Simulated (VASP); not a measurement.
Energy against volume of BeO (wurtzite). Level of theory: LDA (Ceperley-Alder, Perdew-Zunger), VASP's LDA PAW potentials (set 64) (plane waves; VASP 6.6.1). Numerical set-up: 520 eV cut-off, 9×9×5 Γ-centred mesh, Gaussian smearing of 0.050 eV, potentials Be O.

Shape and ions are relaxed at each volume.

| V (Å³/atom) | E (eV/atom) |
|---|---|
| 6.268 | -7.84465 |
| 6.468 | -7.85971 |
| 6.668 | -7.86471 |
| 6.868 | -7.86100 |

**Question.** Fit these four points and predict the energy of the run at 7.068 Å³/atom.

**Answer.** A cubic in V^(−2/3), the third-order Birch-Murnaghan form, passes through the four points with V0 = 6.68 Å³/atom and B0 = 231 GPa, and gives -7.8498 eV/atom there. The run gave -7.8498 eV/atom, +0.0 meV/atom from the fit; all five points give B0 = 231 GPa.

The compound is BeO in the wurtzite structure. It was relaxed first.
